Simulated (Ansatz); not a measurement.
**Zr: frozen-core PAW against all-electron methods**

```yaml
crystal:
  lattice:
    - [-1.81000, 1.81000, 1.81000]
    - [1.81000, -1.81000, 1.81000]
    - [1.81000, 1.81000, -1.81000]
  atoms:
    - { symbol: Zr, position: [0.00000, 0.00000, 0.00000] }
```

The conventional cell has a = 3.620 Å, b = 3.620 Å, c = 3.620 Å, α = 90.00°, β = 90.00°, γ = 90.00°. Around Zr (atom 1) lie 8 Zr at 3.14 Å.

The geometry is COD entry 9008559, unchecked; take it as a test cell.

Levels of theory: DFT, PBEsol, PAW with Ansatz's default frozen-core files, scalar-relativistic (Ansatz 0.2.0); DFT, PBEsol, all-electron LAPW, scalar-relativistic (Ansatz 0.2.0).

For PAW: a Γ-centred 16×16×16 k mesh, Fermi–Dirac smearing of 0.03 eV, cutoff 420 eV, no spin polarisation; the PAW files were made with PBE, and the program remakes their frozen cores for this functional. LAPW targets a basis error of 0.5 meV/atom. The Ansatz runs share mesh, smearing and spin set-up. Plane-wave (PAW) pressures include the program's estimate of the Pulay term.

Stress and pressure are positive in compression.

Levels count from the Fermi level.

PAW results:

| quantity | PAW |
| --- | --- |
| pressure (GPa) | -6.80 |
| highest filled level at H (eV) | -2.458 |
| lowest empty level at H (eV) | 5.535 |
| highest filled level at N (eV) | -0.642 |
| lowest empty level at N (eV) | 1.527 |
| highest filled level at Γ (eV) | -5.351 |
| lowest empty level at Γ (eV) | 1.103 |

Question: What does full-potential LAPW give for the same quantities?

Answer: 
| quantity | LAPW |
| --- | --- |
| pressure (GPa) | -6.78 |
| highest filled level at H (eV) | -2.458 |
| lowest empty level at H (eV) | 5.536 |
| highest filled level at N (eV) | -0.642 |
| lowest empty level at N (eV) | 1.527 |
| highest filled level at Γ (eV) | -5.351 |
| lowest empty level at Γ (eV) | 1.103 |
